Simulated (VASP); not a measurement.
# Pd (Fd-3m) in VASP: notebook

One crystal, Pd, is run at these levels: LDA; tasks: single point.

Program: VASP 6.6.1. These are calculated values, not measurements. Logs are shortened: lines on timing, memory, paths and dates and some standing lists are left out, and cuts for length are marked.

## (1) Starting point

The structure is cubic, space group Fd-3m (No. 227). The conventional cell has a = 5.618 Å, b = 5.618 Å, c = 5.618 Å, α = 90.00°, β = 90.00°, γ = 90.00°. Around Pd (site symmetry -43m) lie 4 Pd at 2.43 Å.

This isn't the form of Pd at room conditions, which is fcc.

## (2) Single point, LDA

The input, INCAR:

```
SYSTEM = Pd
PREC     = Accurate       ! precision mode
ENCUT    = 520            ! plane-wave cutoff, eV
EDIFF    = 1E-6           ! SCF threshold, eV
ISMEAR   = -1             ! smearing method
SIGMA    = 0.1            ! smearing width, eV
LREAL    = .FALSE.        ! projectors in reciprocal space
LASPH    = .TRUE.         ! aspherical terms in the spheres
NELM     = 60             ! most SCF steps
ALGO     = Normal         ! electronic algorithm
ISIF     = 2              ! what is computed and relaxed
LWAVE    = .FALSE.        ! write WAVECAR
LCHARG   = .FALSE.        ! write CHGCAR
GGA      = CA             ! functional
NBANDS   = 17             ! bands
```

The input, KPOINTS:

```
regular mesh
0
G
  16 16 16
  0 0 0
```

The input, POSCAR:

```
Pd
1.0
    0.0000000000      2.8091345367      2.8091345367
    2.8091345367      0.0000000000      2.8091345367
    2.8091345367      2.8091345367      0.0000000000
Pd
2
Direct
    0.1250000000      0.1250000000      0.1250000000
    0.8750000000      0.8750000000      0.8750000000
```

Potentials or basis: VASP PAW LDA potentials, release 64 (Pd).

Started as:

```console
cat potpaw_LDA.64/Pd/POTCAR > POTCAR
mpirun -np 1 vasp_std > vasp.out
```

OUTCAR:

```text
SYSTEM = Pd
   PREC = Accurate
   ENCUT = 520
   EDIFF = 1E-6
   ISMEAR = -1
   LREAL = .FALSE.
   LASPH = .TRUE.
   NELM = 60
   ISIF = 2
   GGA = CA

 ion  position               nearest neighbor table
   1  0.125  0.125  0.125-   2 2.43   2 2.43   2 2.43   2 2.43
   2  0.875  0.875  0.875-   1 2.43   1 2.43   1 2.43   1 2.43

  LATTYP: Found a face centered cubic cell.
 ALAT       =     5.6182690734

  Lattice vectors:

 A1 = (   0.0000000000,   2.8091345367,   2.8091345367)
 A2 = (   2.8091345367,   0.0000000000,   2.8091345367)
 A3 = (   2.8091345367,   2.8091345367,   0.0000000000)

Analysis of symmetry for initial positions (statically):
=====================================================================
 Subroutine PRICEL returns:
 Original cell was already a primitive cell.

 Routine SETGRP: Setting up the symmetry group for a
 face centered cubic supercell.

 Subroutine GETGRP returns: Found 48 space group operations
 (whereof 12 operations were pure point group operations)
 out of a pool of 48 trial point group operations.

The static configuration has the point symmetry D_3d.
 The point group associated with its full space group is O_h .

Analysis of symmetry for dynamics (positions and initial velocities):
=====================================================================
 Subroutine PRICEL returns:
 Original cell was already a primitive cell.

 Routine SETGRP: Setting up the symmetry group for a
 face centered cubic supercell.

 Subroutine GETGRP returns: Found 48 space group operations
 (whereof 12 operations were pure point group operations)
 out of a pool of 48 trial point group operations.

The dynamic configuration has the point symmetry D_3d.
 The point group associated with its full space group is O_h .

 Subroutine INISYM returns: Found 48 space group operations
 (whereof 12 operations are pure point group operations),
 and found     1 'primitive' translations

----------------------------------------------------------------------------------------

                                     Primitive cell

  volume of cell :      44.3351

  direct lattice vectors                    reciprocal lattice vectors
     0.000000000  2.809134537  2.809134537    -0.177990763  0.177990763  0.177990763
     2.809134537  0.000000000  2.809134537     0.177990763 -0.177990763  0.177990763
     2.809134537  2.809134537  0.000000000     0.177990763  0.177990763 -0.177990763

  length of vectors
     3.972716160  3.972716160  3.972716160     0.308289045  0.308289045  0.308289045

  position of ions in fractional coordinates (direct lattice)
     0.125000000  0.125000000  0.125000000
     0.875000000  0.875000000  0.875000000

  ion indices of the primitive-cell ions
   primitive index   ion index
                 1           1
                 2           2

----------------------------------------------------------------------------------------

 KPOINTS: regular mesh

Automatic generation of k-mesh.
 Grid dimensions read from file:
 generate k-points for:   16   16   16

 Generating k-lattice:

  Cartesian coordinates                     Fractional coordinates (reciprocal lattice)
    -0.011124423  0.011124423  0.011124423     0.062500000  0.000000000  0.000000000
     0.011124423 -0.011124423  0.011124423     0.000000000  0.062500000  0.000000000
     0.011124423  0.011124423 -0.011124423     0.000000000  0.000000000  0.062500000

  Length of vectors
     0.019268065  0.019268065  0.019268065

  Shift w.r.t. Gamma in fractional coordinates (k-lattice)
     0.000000000  0.000000000  0.000000000

 Subroutine IBZKPT returns following result:
 ===========================================

 Found    145 irreducible k-points:

 Following reciprocal coordinates:
            Coordinates               Weight
  0.000000  0.000000  0.000000      1.000000
  0.062500  0.000000  0.000000      8.000000
  0.125000  0.000000  0.000000      8.000000
  0.187500  0.000000  0.000000      8.000000
  0.250000  0.000000  0.000000      8.000000
  0.312500  0.000000  0.000000      8.000000
[... 16 lines left out ...]
 -0.125000  0.062500  0.000000     24.000000
 -0.062500  0.062500  0.000000     12.000000
 [... further k-points ...]
   k-points           NKPTS =    145   k-points in BZ     NKDIM =    145   number of bands    NBANDS=     17
   number of dos      NEDOS =    301   number of ions     NIONS =      2
   total plane-waves  NPLWV =  27000
   dimension x,y,z NGX =    30 NGY =   30 NGZ =   30
   dimension x,y,z NGXF=    60 NGYF=   60 NGZF=   60
   ions per type =               2
   NGX,Y,Z   is equivalent  to a cutoff of  12.55, 12.55, 12.55 a.u.
   NGXF,Y,Z  is equivalent  to a cutoff of  25.11, 25.11, 25.11 a.u.
 SYSTEM =  Pd
   PREC   = accura    normal or accurate (medium, high low for compatibility)
   ISTART =      0    job   : 0-new  1-cont  2-samecut
   ICHARG =      2    charge: 1-file 2-atom 10-const
   ISPIN  =      1    spin polarized calculation?
   LNONCOLLINEAR =      F non collinear calculations
   LSORBIT =      F    spin-orbit coupling
   LASPH  =      T    aspherical Exc in radial PAW
   ENCUT  =  520.0 eV  38.22 Ry    6.18 a.u.   7.39  7.39  7.39*2*pi/ulx,y,z
   NELM   =     60;   NELMIN=  2; NELMDL= -5     # of ELM steps
   EDIFF  = 0.1E-05   stopping-criterion for ELM
   LREAL  =      F    real-space projection
   EDIFFG = 0.1E-04   stopping-criterion for IOM
   NSW    =      0    number of steps for IOM
   IBRION =     -1    ionic relax: 0-MD 1-quasi-New 2-CG
   NFREE  =      0    steps in history (QN), initial steepest desc. (CG)
   ISIF   =      2    stress and relaxation
   ISYM   =      2    0-nonsym 1-usesym 2-fastsym
   POTIM  = 0.5000    time-step for ionic-motion
   TEBEG  =    0.0;   TEEND  =   0.0 temperature during run
   PSTRESS=    0.0 pullay stress
   NELECT =      20.0000    total number of electrons
   NUPDOWN=      -1.0000    fix difference up-down
   EMIN   =  10.00;   EMAX   =-10.00  energy-range for DOS
   EFERMI =   0.00;   METHOD = LEGACY
   ISMEAR =    -1;   SIGMA  =   0.10  broadening in eV -4-tet -1-fermi 0-gaus
   EFERMI_NEDOS =   21; number of points for ismear=-14 and -15
   IALGO  =     38    algorithm
   IMIX   =      4    mixing-type and parameters
     AMIX     =   0.40;   BMIX     =  1.00
     AMIX_MAG =   1.60;   BMIX_MAG =  1.00
  volume/ion in A,a.u.               =      22.17       149.59
  Fermi-wavevector in a.u.,A,eV,Ry     =   1.255555  2.372654 21.448462  1.576418
  Thomas-Fermi vector in A             =   2.389306
   LORBIT       =      0    0 simple, 1 ext, 2 COOP (PROOUT), +10 PAW based schemes
   GGA     = CA    functional components
   LHFCALC =     F    Hartree Fock is set to
   AEXX    =    0.0000 exact exchange contribution
   IVDW    =     0    specifies the selected vdW correction
   LEPSILON=     F    determine dielectric tensor
   LRPA    =     F    only Hartree local field effects (RPA)
 non-spin polarized calculation
  energy-cutoff  :      520.00
  volume of cell :       44.34
 maximum number of plane-waves:      1243
 NGX is ok and might be reduce to    30
   NGX = 15   NGY = 15   NGZ = 15

 number of electron      20.0000005 magnetization

 Free energy of the ion-electron system (eV)
  ---------------------------------------------------
  ext. energy  EPLUGINS =         0.00000000
  ---------------------------------------------------
  free energy    TOTEN  =       -10.27326183 eV

  energy without entropy =      -10.10430713  energy(sigma->0) =      -10.18878448

 E-fermi :   4.6971     XC(G=0): -10.8389

 val. band max:        4.6971167884   @ k =  -0.3750   0.3125   0.0625
 cond. band min:       4.6974424386   @ k =   0.3125   0.1250   0.0000
 fundamental gap:      0.0003256502
 Fermi energy:         4.6971239140

 k-point     1 :       0.0000    0.0000    0.0000
  band No.  band energies     occupation
      1      -0.3910      2.00000
      2       0.8646      2.00000
      3       0.8646      2.00000
      4       1.0399      2.00000
      5       1.0399      2.00000
      6       1.0399      2.00000
[... 9 lines left out ...]
     16      17.3751      0.00000
     17      17.4063      0.00000

 k-point     2 :       0.0625    0.0000    0.0000
  band No.  band energies     occupation
      1      -0.3297      2.00000
      2       0.8082      2.00000
      3       0.8082      2.00000
      4       1.0408      2.00000
      5       1.1138      2.00000
      6       1.1138      2.00000
[... 9 lines left out ...]
     16      17.6952      0.00000
     17      17.9159      0.00000

 k-point     3 :       0.1250    0.0000    0.0000
  band No.  band energies     occupation
      1      -0.1521      2.00000
      2       0.7336      2.00000
      3       0.7336      2.00000
      4       1.0463      2.00000
      5       1.2342      2.00000
      6       1.2342      2.00000
[... 9 lines left out ...]
     16      18.0550      0.00000
     17      18.6390      0.00000

 k-point     4 :       0.1875    0.0000    0.0000
  band No.  band energies     occupation
      1       0.1191      2.00000
      2       0.6879      2.00000
      3       0.6879      2.00000
      4       1.0665      2.00000
      5       1.3350      2.00000
      6       1.3350      2.00000
[... 9 lines left out ...]
     16      18.3582      0.00000
     17      18.5879      0.00000
[... 343 lines left out ...]
      1       0.2683      2.00000
      2       0.5863      2.00000
      3       0.7847      2.00000
      4       1.0610      2.00000
      5       1.2838      2.00000
      6       1.4752      2.00000
[... 9 lines left out ...]
     16      18.0514      0.00000
     17      18.1326      0.00000

 k-point    23 :      -0.1250    0.0625    0.0000
  band No.  band energies     occupation
      1      -0.0188      2.00000
      2       0.6265      2.00000
      3       0.8012      2.00000
      4       1.0366      2.00000
      5       1.2165      2.00000
      6       1.3728      2.00000
[... 9 lines left out ...]
     16      17.8293      0.00000
     17      18.0102      0.00000

 k-point    24 :      -0.0625    0.0625    0.0000
  band No.  band energies     occupation
      1      -0.2292      2.00000
      2       0.7038      2.00000
      3       0.8268      2.00000
      4       1.0354      2.00000
      5       1.1340      2.00000
      6       1.2420      2.00000
[... 9 lines left out ...]
     16      17.4669      0.00000
     17      17.5380      0.00000

 [... further k-points ...]

------------------------ aborting loop because EDIFF is reached ----------------------------------------

  FORCE on cell =-STRESS in cart. coord.  units (eV):
  Direction    XX          YY          ZZ          XY          YZ          ZX
  --------------------------------------------------------------------------------------
  -------------------------------------------------------------------------------------
  Total       -0.0655184     -0.0655184     -0.0655184      0.0000000      0.0000000     -0.0000000
  in kB       -2.3676978     -2.3676978     -2.3676978      0.0000000      0.0000000     -0.0000000
  external PRESSURE =      -2.3676978 kB  Pullay stress =       0.0000000 kB

 VOLUME and BASIS-vectors are now :
 -----------------------------------------------------------------------------
  energy-cutoff  :      520.00
  volume of cell :       44.34
      direct lattice vectors                 reciprocal lattice vectors
     0.000000000  2.809134537  2.809134537    -0.177990763  0.177990763  0.177990763
     2.809134537  0.000000000  2.809134537     0.177990763 -0.177990763  0.177990763
     2.809134537  2.809134537  0.000000000     0.177990763  0.177990763 -0.177990763

 POSITION                                       TOTAL-FORCE (eV/Angst)
 -----------------------------------------------------------------------------------
      0.70228      0.70228      0.70228        -0.000000      0.000000      0.000000
      4.91599      4.91599      4.91599         0.000000     -0.000000     -0.000000
 -----------------------------------------------------------------------------------
    total drift:                               -0.000000      0.000000      0.000000

  FREE ENERGIE OF THE ION-ELECTRON SYSTEM (eV)
  ---------------------------------------------------
  free  energy   TOTEN  =       -10.2732618332 eV

  energy  without entropy=      -10.1043071318  energy(sigma->0) =      -10.18878448
```

Run time: 47 s. Hardware: 1 thread of Intel Xeon Platinum 8559C (Emerald Rapids), shared host; peak memory 0.21 GiB.

Results:

* Free energy: -10.2733 eV
* Pressure: -0.2 GPa
* Band gap on the k mesh: none (metal or under the smearing width)

(Part 1 of 2 ends here.)
